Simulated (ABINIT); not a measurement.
The system is ZnS.

```
Zn S
1.0
     0.00000    2.70200    2.70200
     2.70200    0.00000    2.70200
     2.70200    2.70200    0.00000
Zn S
1 1
Direct
  0.75000 0.75000 0.75000
  0.00000 0.00000 0.00000
```

Program: ABINIT 10.8.3 (patched build). Alike in all runs: potentials or basis JTH PAW PBE v2.0; no spin polarisation; cell as given; smearing fermi-dirac 0.05 eV.

Problem. Order these runs on this cell by their band gap on the k mesh, lowest first.
A. level RPBE; k mesh 9 × 9 × 9; cutoff (eV) 544; fine-grid cutoff 1088.46 eV
B. level r2SCAN; k mesh 7 × 7 × 7; cutoff (eV) 653; fine-grid cutoff 1251.72 eV
C. level PBEsol; k mesh 12 × 12 × 12; cutoff (eV) 544; fine-grid cutoff 1088.46 eV

Solution. C (1.96 eV), A (2.26 eV), B (2.64 eV).

A k mesh can miss the band edges, odd and even meshes differently.
